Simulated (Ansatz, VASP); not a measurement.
One calculation of Rh, two programs

Contents of INCAR:

```
SYSTEM = Rh
PREC     = Accurate       ! precision mode
ENCUT    = 520            ! plane-wave cutoff, eV
EDIFF    = 1E-6           ! SCF threshold, eV
ISMEAR   = -1             ! smearing method
SIGMA    = 0.05           ! smearing width, eV
LREAL    = .FALSE.        ! projectors in reciprocal space
LASPH    = .TRUE.         ! aspherical terms in the spheres
NELM     = 100            ! most SCF steps
ALGO     = Normal         ! electronic algorithm
ISIF     = 2              ! what is computed and relaxed
LWAVE    = .FALSE.        ! write WAVECAR
LCHARG   = .FALSE.        ! write CHGCAR
GGA      = PE             ! functional
NBANDS   = 14             ! bands
```

The input KPOINTS:

```
regular mesh
0
G
  10 10 10
  0 0 0
```

Contents of POSCAR:

```
Rh
1.0
    0.0000000000      1.8978500000      1.8978500000
    1.8978500000      0.0000000000      1.8978500000
    1.8978500000      1.8978500000      0.0000000000
Rh
1
Direct
    0.0000000000      0.0000000000      0.0000000000
```

File input.yaml:

```yaml
crystal:
  lattice:
    - [0.0, 1.89785, 1.89785]
    - [1.89785, 0.0, 1.89785]
    - [1.89785, 1.89785, 0.0]
  atoms:
    - { symbol: Rh, position: [0.0, 0.0, 0.0] }
hamiltonian:
  xc: pbe
  pseudopotentials: { kind: paw }
kpoints:
  mp_grid: { grid: [10, 10, 10] }
  band_path:
    path:
      - [[0.0, 0.0, 0.0], [0.5, 0.0, 0.5], [0.5, 0.25, 0.75], [0.375, 0.375, 0.75], [0.0, 0.0, 0.0], [0.5, 0.5, 0.5], [0.625, 0.25, 0.625], [0.5, 0.25, 0.75], [0.5, 0.5, 0.5], [0.375, 0.375, 0.75]]
      - [[0.625, 0.25, 0.625], [0.5, 0.0, 0.5]]
    npoints: 14
scf:
  occupations: { method: fermi_dirac, width: 0.05 }
  n_extra_bands: 6
output:
  forces: true
  stress: true
  eigenvalues: true
  fatbands: false
  write_density: true
  write_potential: true
  elf: true
  volumetric_format: npy
```

Alike in both runs: functional PBE; k mesh 10 × 10 × 10; occupations fermi-dirac, width 0.05 eV; no spin polarisation.

|  | VASP | Ansatz |
| --- | --- | --- |
| version | VASP 6.6.1 | Ansatz 0.2.0 |
| potentials or method | VASP PAW PBE potentials, release 64 (Rh_pv) | Ansatz PAW |
| plane-wave cutoff (eV) | 520 | 420 |
| valence electrons in the cell | 15 | 17 |
| task | single point | band structure |

|  | VASP | Ansatz | Ansatz less VASP |
| --- | --- | --- | --- |
| gap on the k mesh at the Fermi level (eV) | none | none | - |
| pressure (GPa) | 7.6 | 7.4 | -0.17 |

A gap of «none» marks a metal or a gap that the smearing closes. The two sets of potentials don't hold the same shells in valence.
